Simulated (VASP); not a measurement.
# CdSe (Cadmoselite) (P6_3mc) in VASP: a series of runs, part 2 of 2

VASP 6.6.1. The steps go on from the part before.

### Step 5. Relaxation of the atoms, r2SCAN

This run uses another cell than the first one, of 28.29 Å³/atom, 1.007 times its volume.

The input, POSCAR:

```
CdSe
1.0
    4.3115182000      0.0000000000      0.0000000000
   -2.1557591000      3.7338842900      0.0000000000
    0.0000000000      0.0000000000      7.0294684800
Cd Se
2 2
Direct
    0.3333333300      0.6666666700      0.0045324400
    0.6666666700      0.3333333300      0.5045324400
    0.3333333300      0.6666666700      0.3804675600
    0.6666666700      0.3333333300      0.8804675600
```

The input, INCAR.step1:

```
PREC     = Accurate       # precision mode
ENCUT    = 520            # plane-wave cutoff, eV
ISMEAR   = -1             # smearing method
SIGMA    = 0.02           # smearing width, eV
LREAL    = F              # projectors in reciprocal space
LASPH    = T              # aspherical terms in the spheres
NELM     = 60             # most SCF steps
GGA      = PE             # functional
ALGO     = Normal         # electronic algorithm
EDIFF    = 1E-4           # SCF threshold, eV
LWAVE    = T              # write WAVECAR
LCHARG   = F              # write CHGCAR
```

The input, INCAR.step2:

```
PREC     = Accurate       # precision mode
ENCUT    = 520            # plane-wave cutoff, eV
EDIFF    = 1E-6           # SCF threshold, eV
ISMEAR   = -1             # smearing method
SIGMA    = 0.02           # smearing width, eV
LREAL    = F              # projectors in reciprocal space
LASPH    = T              # aspherical terms in the spheres
NELM     = 60             # most SCF steps
ALGO     = Normal         # electronic algorithm
ISIF     = 2              # what is computed and relaxed
LWAVE    = F              # write WAVECAR
LCHARG   = F              # write CHGCAR
METAGGA  = R2SCAN         # meta-GGA
LMIXTAU  = T            
IBRION   = 2              # ionic algorithm
NSW      = 50             # ionic steps
EDIFFG   = -0.01          # ionic threshold
ISTART   = 1
```

The input, KPOINTS:

```
regular mesh
0
Gamma
  6 6 4
```

Potentials or basis: VASP PAW PBE potentials, release 64 (Cd, Se).

On the command line:

```bash
$ cat potpaw_PBE.64/Cd/POTCAR potpaw_PBE.64/Se/POTCAR > POTCAR
$ cp INCAR.step1 INCAR
$ mpirun -np 1 vasp_std > vasp.out
$ cp INCAR.step2 INCAR
$ mpirun -np 1 vasp_std > vasp.out
```

OUTCAR:

```text
PREC = Accurate
   ENCUT = 520
   EDIFF = 1E-6
   ISMEAR = -1
   LREAL = F
   LASPH = T
   NELM = 60
   ISIF = 2
   METAGGA = R2SCAN
   IBRION = 2
   NSW = 50
   EDIFFG = -0.01
   ISTART = 1

 ion  position               nearest neighbor table
   1  0.333  0.667  0.005-   4 2.64   4 2.64   4 2.64   3 2.64
   2  0.667  0.333  0.505-   3 2.64   3 2.64   3 2.64   4 2.64
   3  0.333  0.667  0.380-   2 2.64   2 2.64   2 2.64   1 2.64
   4  0.667  0.333  0.880-   1 2.64   1 2.64   1 2.64   2 2.64

  LATTYP: Found a hexagonal cell.
 ALAT       =     4.3115182000
 C/A-ratio  =     1.6303928579

  Lattice vectors:

 A1 = (   4.3115182000,   0.0000000000,   0.0000000000)
 A2 = (  -2.1557591000,   3.7338842900,   0.0000000000)
 A3 = (   0.0000000000,   0.0000000000,   7.0294684800)

Analysis of symmetry for initial positions (statically):
=====================================================================
 Subroutine PRICEL returns:
 Original cell was already a primitive cell.

 Routine SETGRP: Setting up the symmetry group for a
 hexagonal supercell.

 Subroutine GETGRP returns: Found 12 space group operations
 (whereof  6 operations were pure point group operations)
 out of a pool of 24 trial point group operations.

The static configuration has the point symmetry C_3v.
 The point group associated with its full space group is C_6v.

Analysis of symmetry for dynamics (positions and initial velocities):
=====================================================================
 Subroutine PRICEL returns:
 Original cell was already a primitive cell.

 Routine SETGRP: Setting up the symmetry group for a
 hexagonal supercell.

 Subroutine GETGRP returns: Found 12 space group operations
 (whereof  6 operations were pure point group operations)
 out of a pool of 24 trial point group operations.

The dynamic configuration has the point symmetry C_3v.
 The point group associated with its full space group is C_6v.

 Subroutine INISYM returns: Found 12 space group operations
 (whereof  6 operations are pure point group operations),
 and found     1 'primitive' translations

----------------------------------------------------------------------------------------

                                     Primitive cell

  volume of cell :     113.1654

  direct lattice vectors                    reciprocal lattice vectors
     4.311518200  0.000000000  0.000000000     0.231936862  0.133908809  0.000000000
    -2.155759100  3.733884290  0.000000000     0.000000000  0.267817619  0.000000000
     0.000000000  0.000000000  7.029468480     0.000000000  0.000000000  0.142258266

  length of vectors
     4.311518200  4.311518200  7.029468480     0.267817619  0.267817619  0.142258266

  position of ions in fractional coordinates (direct lattice)
     0.333333330  0.666666670  0.004532440
     0.666666670  0.333333330  0.504532440
     0.333333330  0.666666670  0.380467560
     0.666666670  0.333333330  0.880467560

  ion indices of the primitive-cell ions
   primitive index   ion index
[... 21 lines left out ...]
     0.044636270  0.044636270  0.035564567

  Shift w.r.t. Gamma in fractional coordinates (k-lattice)
     0.000000000  0.000000000  0.000000000

 Subroutine IBZKPT returns following result:
 ===========================================

 Found     21 irreducible k-points:

 Following reciprocal coordinates:
            Coordinates               Weight
  0.000000  0.000000  0.000000      1.000000
  0.166667 -0.000000  0.000000      6.000000
  0.333333 -0.000000  0.000000      6.000000
  0.500000 -0.000000  0.000000      3.000000
  0.166667  0.166667  0.000000      6.000000
  0.333333  0.166667  0.000000     12.000000
[... 13 lines left out ...]
  0.333333  0.166667  0.500000     12.000000
  0.333333  0.333333  0.500000      2.000000
   k-points           NKPTS =     21   k-points in BZ     NKDIM =     21   number of bands    NBANDS=     22
   number of dos      NEDOS =    301   number of ions     NIONS =      4
   total plane-waves  NPLWV =  55296
   dimension x,y,z NGX =    32 NGY =   32 NGZ =   54
   dimension x,y,z NGXF=    64 NGYF=   64 NGZF=  108
   ions per type =               2   2
   NGX,Y,Z   is equivalent  to a cutoff of  12.34, 12.34, 12.77 a.u.
   NGXF,Y,Z  is equivalent  to a cutoff of  24.68, 24.68, 25.54 a.u.
 SYSTEM =  unknown system
   PREC   = accura    normal or accurate (medium, high low for compatibility)
   ISTART =      1    job   : 0-new  1-cont  2-samecut
   ICHARG =      0    charge: 1-file 2-atom 10-const
   ISPIN  =      1    spin polarized calculation?
   LNONCOLLINEAR =      F non collinear calculations
   LSORBIT =      F    spin-orbit coupling
   LASPH  =      T    aspherical Exc in radial PAW
   ENCUT  =  520.0 eV  38.22 Ry    6.18 a.u.   8.02  8.02 13.07*2*pi/ulx,y,z
   NELM   =     60;   NELMIN=  2; NELMDL=  0     # of ELM steps
   EDIFF  = 0.1E-05   stopping-criterion for ELM
   LREAL  =      F    real-space projection
   EDIFFG = -.1E-01   stopping-criterion for IOM
   NSW    =     50    number of steps for IOM
   IBRION =      2    ionic relax: 0-MD 1-quasi-New 2-CG
   NFREE  =      1    steps in history (QN), initial steepest desc. (CG)
   ISIF   =      2    stress and relaxation
   ISYM   =      2    0-nonsym 1-usesym 2-fastsym
   POTIM  = 0.5000    time-step for ionic-motion
   TEBEG  =    0.0;   TEEND  =   0.0 temperature during run
   PSTRESS=    0.0 pullay stress
   NELECT =      36.0000    total number of electrons
   NUPDOWN=      -1.0000    fix difference up-down
   EMIN   =  10.00;   EMAX   =-10.00  energy-range for DOS
   EFERMI =   0.00;   METHOD = LEGACY
   ISMEAR =    -1;   SIGMA  =   0.02  broadening in eV -4-tet -1-fermi 0-gaus
   EFERMI_NEDOS =   21; number of points for ismear=-14 and -15
   IALGO  =     38    algorithm
   IMIX   =      4    mixing-type and parameters
     AMIX     =   0.40;   BMIX     =  1.00
     AMIX_MAG =   1.60;   BMIX_MAG =  1.00
  volume/ion in A,a.u.               =      28.29       190.92
  Fermi-wavevector in a.u.,A,eV,Ry     =   1.117561  2.111884 16.992888  1.248942
  Thomas-Fermi vector in A             =   2.254185
   LORBIT       =      0    0 simple, 1 ext, 2 COOP (PROOUT), +10 PAW based schemes
   METAGGA = R2SCAN    functional components
   LHFCALC =     F    Hartree Fock is set to
   AEXX    =    0.0000 exact exchange contribution
   IVDW    =     0    specifies the selected vdW correction
   LEPSILON=     F    determine dielectric tensor
   LRPA    =     F    only Hartree local field effects (RPA)
 conjugate gradient relaxation of ions
 non-spin polarized calculation
  energy-cutoff  :      520.00
  volume of cell :      113.17
 maximum number of plane-waves:      3066
   NGX = 17   NGY = 17   NGZ = 27

 number of electron      35.9999990 magnetization

 Free energy of the ion-electron system (eV)
  ---------------------------------------------------
  ext. energy  EPLUGINS =         0.00000000
  ---------------------------------------------------
  free energy    TOTEN  =       -71.81835732 eV

  energy without entropy =      -71.81835732  energy(sigma->0) =      -71.81835732

 E-fermi :   1.0487     XC(G=0):  -9.3927

 val. band max:        0.6013221920   @ k =   0.0000   0.0000   0.0000
 cond. band min:       1.7435870640   @ k =   0.0000   0.0000   0.0000
 fundamental gap:      1.1422648719
 Fermi energy:         1.0486955617

 k-point     1 :       0.0000    0.0000    0.0000
  band No.  band energies     occupation
      1     -12.3908      2.00000
      2     -12.0105      2.00000
      3      -7.5379      2.00000
      4      -7.5315      2.00000
      5      -7.5315      2.00000
      6      -7.4589      2.00000
[... 514 lines left out ...]
     21       6.7279      0.00000
     22       6.7279      0.00000

------------------------ aborting loop because EDIFF is reached ----------------------------------------

  FORCE on cell =-STRESS in cart. coord.  units (eV):
  Direction    XX          YY          ZZ          XY          YZ          ZX
  --------------------------------------------------------------------------------------
  -------------------------------------------------------------------------------------
  Total        0.9528290      0.9528290      0.9571253      0.0000000      0.0000000      0.0000000
  in kB       13.4900014     13.4900014     13.5508277      0.0000000      0.0000000      0.0000000
  external PRESSURE =      13.5102768 kB  Pullay stress =       0.0000000 kB

 VOLUME and BASIS-vectors are now :
 -----------------------------------------------------------------------------
  energy-cutoff  :      520.00
  volume of cell :      113.17
      direct lattice vectors                 reciprocal lattice vectors
     4.311518200  0.000000000  0.000000000     0.231936862  0.133908809  0.000000000
    -2.155759100  3.733884290  0.000000000     0.000000000  0.267817619  0.000000000
     0.000000000  0.000000000  7.029468480     0.000000000  0.000000000  0.142258266

 POSITION                                       TOTAL-FORCE (eV/Angst)
 -----------------------------------------------------------------------------------
     -0.00000      2.48926      0.03186        -0.000000      0.000000      0.002770
      2.15576      1.24463      3.54659         0.000000     -0.000000      0.002770
     -0.00000      2.48926      2.67448        -0.000000      0.000000     -0.002770
      2.15576      1.24463      6.18922         0.000000      0.000000     -0.002770
 -----------------------------------------------------------------------------------
    total drift:                               -0.000013      0.000007      0.002173

  FREE ENERGIE OF THE ION-ELECTRON SYSTEM (eV)
  ---------------------------------------------------
  free  energy   TOTEN  =       -71.8183573222 eV

  energy  without entropy=      -71.8183573222  energy(sigma->0) =      -71.81835732

 reached required accuracy - stopping structural energy minimisation
```

Run time: 5.9 min. Hardware: 1 thread of Intel Xeon 8259CL, shared host; peak memory 0.26 GiB.

Results:

```
Free energy             : -71.8184 eV
Pressure after relaxing : 1.4 GPa
Band gap on the k mesh  : 1.14 eV, direct
```

Forces on the atoms (eV/Å):
```
Cd   0.000  0.000  0.003
Cd   0.000  0.000  0.003
Se   0.000  0.000 -0.003
Se   0.000  0.000 -0.003
```

Final structure:
```
CELL_PARAMETERS angstrom
4.31152 0.00000 0.00000
-2.15576 3.73388 0.00000
0.00000 0.00000 7.02947
ATOMIC_POSITIONS crystal
Cd 0.33333 0.66667 0.00453
Cd 0.66667 0.33333 0.50453
Se 0.33333 0.66667 0.38047
Se 0.66667 0.33333 0.88047
```

Caveat: the relaxation stopped at its first step, so nothing moved; the PAW data sets were made with another functional, which shifts forces and pressure a little.

### Step 6. The runs side by side

| task | level | potentials or basis | cell | cutoff (eV) | gap on the mesh (eV) | pressure (GPa) | relaxed volume (Å³/atom) |
| --- | --- | --- | --- | --- | --- | --- | --- |
| relaxation of cell and atoms | PBEsol | VASP PAW PBE potentials, release 64 (Cd, Se) | relaxed from a = 4.300, b = 4.300, c = 7.020 Å, angles 90.0, 90.0, 120.0°, 4 atoms | 600 | 0.53 | 0.0 | 28.30 |
| relaxation of cell and atoms | LDA | VASP PAW LDA potentials, release 64 (Cd, Se) | relaxed from a = 4.300, b = 4.300, c = 7.020 Å, angles 90.0, 90.0, 120.0°, 4 atoms | 600 | 0.48 | 0.0 | 27.32 |
| relaxation of cell and atoms | r2SCAN | VASP PAW PBE potentials, release 64 (Cd, Se) | relaxed from a = 4.300, b = 4.300, c = 7.020 Å, angles 90.0, 90.0, 120.0°, 4 atoms | 600 | 1.08 | 0.0 | 28.99 |
| relaxation of the atoms | r2SCAN | VASP PAW PBE potentials, release 64 (Cd, Se) | atoms relaxed from a = 4.312, b = 4.312, c = 7.029 Å, angles 90.0, 90.0, 120.0°, 4 atoms | 520 | 1.14 | 1.4 | - |

Alike in all rows: no spin polarisation; k mesh 6 × 6 × 4; smearing fermi-dirac 0.02 eV.

Caveats: the PAW data sets were made with another functional, which shifts forces and pressure a little (some runs); the relaxation stopped at its first step, so nothing moved (some runs).

Absolute energies hang on the potentials; compare differences alone.

### Step 7. Comparison with measurements

Step 5. Against the measured gap of CdSe, 1.841 eV (2 K; a printed reference work, data compilation), the calculated 1.14 eV is off by -0.70 eV. Spin-orbit coupling on Cd, Se is left out. The value is that of r2SCAN, without temperature or zero-point motion.
